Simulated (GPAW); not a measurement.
Runs of GPAW 26.7.0 on CsSnI3. Symmetry: Pm-3m, No. 221, cubic system. Conventional cell: a = 6.206 Å, b = 6.206 Å, c = 6.206 Å, α = 90.00°, β = 90.00°, γ = 90.00°. Around Cs (site symmetry m-3m) lie 12 I at 4.39 Å. Around I (site symmetry 4/mmm) lie 2 Sn at 3.10 Å. Sn (site symmetry m-3m) is surrounded by 6 I at 3.10 Å. 

| task | level | potentials or basis | cell | k mesh | cutoff (eV) | smearing | ranks | response ecut | response k mesh | response bands | kernels | gap on the mesh (eV) |
| --- | --- | --- | --- | --- | --- | --- | --- | --- | --- | --- | --- | --- |
| single point | PBEsol | PAW data sets generated in the run's folder for this functional, pw | atoms moved at random, drawn with an rms of 0.05 Å | 5 × 5 × 5 | 600 | fermi-dirac 0.05 eV | 4 | - | - | - | - | 1.69 |
| dielectric tensor | PBEsol | PAW data sets generated in the run's folder for this functional, pw | as given | 4 × 4 × 4 | 400 | fermi-dirac 0.001 eV | - | 80 eV | 9 × 9 × 9 | 62 | ["RPA"] | (a) |
| dielectric tensor | AM05 | PAW data sets generated in the run's folder for this functional, pw | as given | 4 × 4 × 4 | 400 | fermi-dirac 0.001 eV | - | 80 eV | 9 × 9 × 9 | 62 | ["RPA"] | 0.27 |
| dielectric tensor | LDA | the program's PAW data sets (release 1.2.1) made for this functional, pw | as given | 4 × 4 × 4 | 400 | fermi-dirac 0.001 eV | - | 80 eV | 9 × 9 × 9 | 62 | ["RPA"] | 0.27 |
| dielectric tensor | RPBE | the program's PAW data sets (release 1.2.1) made for this functional, pw | as given | 4 × 4 × 4 | 400 | fermi-dirac 0.001 eV | - | 80 eV | 9 × 9 × 9 | 62 | ["RPA"] | 0.31 |

Alike in all rows: no spin polarisation.

Q: Estimate the missing entries.

A: (a) 0.24.

Caveats: spin-orbit coupling is left out, which moves the levels of the heavy elements; an odd mesh through Γ misses points on the zone boundary, where band edges often lie; the cell was measured hot, at 500 K; the gap is small at this level, which inflates the dielectric constant (some runs); the long-wavelength limit can be off by a per cent or two (some runs).

A k mesh can miss the band edges, and the runs leave out spin-orbit coupling on Cs, I, Sn.

Runs at the PBE level aren't shown here.
